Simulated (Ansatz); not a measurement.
# Si13O24: the cost of one run

Method: DFT PBE, scalar-relativistic, plane waves, PAW, in Ansatz 0.2.0.

2 further runs of the same task are left out: 2 set aside as unsound or not needed.

### Step 1. Starting point

Symmetry: P6_222, No. 180, hexagonal system. The conventional cell has a = 5.105 Å, b = 5.105 Å, c = 5.585 Å, α = 90.00°, β = 90.00°, γ = 120.00°. Around Si (site symmetry 222) lie 4 O at 1.62 Å. Around O (site symmetry 2) lie 2 Si at 1.62 Å.

Structure file:

```cif
data_structure
_symmetry_space_group_name_H-M 'P6_222'
_symmetry_Int_Tables_number 180
_cell_length_a 5.1054
_cell_length_b 5.1054
_cell_length_c 5.5851
_cell_angle_alpha 90.000
_cell_angle_beta 90.000
_cell_angle_gamma 120.000
_cell_volume 126.07
loop_
_atom_site_label
_atom_site_type_symbol
_atom_site_symmetry_multiplicity
_atom_site_Wyckoff_symbol
_atom_site_fract_x
_atom_site_fract_y
_atom_site_fract_z
_atom_site_occupancy
Si1 Si 3 c 0.00000 0.50000 0.66667 1
O1 O 6 j 0.79198 0.58396 0.50000 1
```

It goes back to an entry of the Materials Project, which need not be the stable form.

This cell was relaxed beforehand with the same method: volume 14.01 Å³/atom, gap on the mesh 5.55 eV.

The perfect supercell (rows 1 0 1; 1 0 -1; 1 2 0 in vectors of this cell) comes from an earlier run at this level (36 atoms, E(σ→0) -21288.7682 eV, gap 6.34 eV on its own mesh).

### Step 2. The defect cell

The extra atom is put at (0.031, 0.865, 0.104) of the supercell, the middle of a void of radius 2.12 Å. The other atoms start on their ideal sites. Its neighbours are 2 O at 2.12 Å, 2 O at 2.14 Å, 2 Si at 2.41 Å.

### Step 3. Relaxing the defect

The input, input.yaml:

```yaml
crystal:
  lattice:
    - [5.1053795026, 0.0, 5.5850507228]
    - [5.1053795026, 0.0, -5.5850507228]
    - [1.0e-10, 8.8427766904, 0.0]
  atoms:
    - { symbol: Si, position: [0.7083333333, 0.0416666667, 0.25] }
    - { symbol: Si, position: [0.2083333333, 0.5416666667, 0.25] }
    - { symbol: Si, position: [0.9583333333, 0.2916666667, 0.75] }
    - { symbol: Si, position: [0.4583333333, 0.7916666667, 0.75] }
    - { symbol: Si, position: [0.2916666667, 0.9583333333, 0.25] }
    - { symbol: Si, position: [0.7916666667, 0.4583333333, 0.25] }
    - { symbol: Si, position: [0.5416666667, 0.2083333333, 0.75] }
    - { symbol: Si, position: [0.0416666667, 0.7083333333, 0.75] }
    - { symbol: Si, position: [0.75, 0.75, 0.0] }
    - { symbol: Si, position: [0.25, 0.25, 0.0] }
    - { symbol: Si, position: [0.0, 0.0, 0.5] }
    - { symbol: Si, position: [0.5, 0.5, 0.5] }
    - { symbol: O, position: [0.5, 1.0, 0.2919802235] }
    - { symbol: O, position: [0.0, 0.5, 0.2919802235] }
    - { symbol: O, position: [0.75, 0.25, 0.7919802235] }
    - { symbol: O, position: [0.25, 0.75, 0.7919802235] }
    - { symbol: O, position: [0.3226814991, 0.4893481657, 0.3959901117] }
    - { symbol: O, position: [0.8226814991, 0.9893481657, 0.3959901117] }
    - { symbol: O, position: [0.5726814991, 0.7393481657, 0.8959901117] }
    - { symbol: O, position: [0.0726814991, 0.2393481657, 0.8959901117] }
    - { symbol: O, position: [0.1773185009, 0.0106518343, 0.3959901117] }
    - { symbol: O, position: [0.6773185009, 0.5106518343, 0.3959901117] }
    - { symbol: O, position: [0.4273185009, 0.2606518343, 0.8959901117] }
    - { symbol: O, position: [0.9273185009, 0.7606518343, 0.8959901117] }
    - { symbol: O, position: [0.25, 0.75, 0.2080197765] }
    - { symbol: O, position: [0.75, 0.25, 0.2080197765] }
    - { symbol: O, position: [0.5, 1.0, 0.7080197765] }
    - { symbol: O, position: [0.0, 0.5, 0.7080197765] }
    - { symbol: O, position: [0.7606518343, 0.9273185009, 0.1040098883] }
    - { symbol: O, position: [0.2606518343, 0.4273185009, 0.1040098883] }
    - { symbol: O, position: [0.0106518343, 0.1773185009, 0.6040098883] }
    - { symbol: O, position: [0.5106518343, 0.6773185009, 0.6040098883] }
    - { symbol: O, position: [0.2393481657, 0.0726814991, 0.1040098883] }
    - { symbol: O, position: [0.7393481657, 0.5726814991, 0.1040098883] }
    - { symbol: O, position: [0.4893481657, 0.3226814991, 0.6040098883] }
    - { symbol: O, position: [0.9893481657, 0.8226814991, 0.6040098883] }
    - { symbol: Si, position: [0.03125, 0.8645833333, 0.1041666667] }
  host:
    lattice:
      - [5.1053795026, 0.0, 0.0]
      - [-2.5526897513, 4.4213883452, 0.0]
      - [0.0, 0.0, 5.5850507228]
    atoms:
      - { symbol: Si, position: [0.0, 0.5, 0.6666666667] }
      - { symbol: Si, position: [0.5, 0.5, 0.3333333333] }
      - { symbol: Si, position: [0.5, 0.0, 0.0] }
      - { symbol: O, position: [0.7919802235, 0.583960447, 0.5] }
      - { symbol: O, position: [0.2080197765, 0.7919802235, 0.8333333333] }
      - { symbol: O, position: [0.583960447, 0.7919802235, 0.1666666667] }
      - { symbol: O, position: [0.2080197765, 0.416039553, 0.5] }
      - { symbol: O, position: [0.7919802235, 0.2080197765, 0.8333333333] }
      - { symbol: O, position: [0.416039553, 0.2080197765, 0.1666666667] }
basis:
  ecutwfc: 420
  xc_grid: 2
kpoints:
  mp_grid: { grid: [2, 2, 2], shift: [0.5, 0.5, 0.5] }
hamiltonian:
  xc: pbe
scf:
  occupations: { method: gaussian, width: 0.01 }
output:
  forces: true
  stress: false
  eigenvalues: true
  charged_corrections: { defect_position: [0.03125, 0.86458333, 0.10416667] }
  write_density: true
  write_potential: true
  elf: true
  volumetric_format: npy
relax:
  adjacent_minimum: "off"
  f_tol: 0.025
  max_steps: 45
```

On the command line:

```bash
$ ansatz run input.yaml --threads 4 --pin off --max-ram 10240MiB --backend cpu --events-out ev --progress --plain --runs-dir out
```

What time and memory should one allow on 4 threads of Arm Neoverse V1, shared host?

About 6.8 min, with a peak of 1.5 GiB.
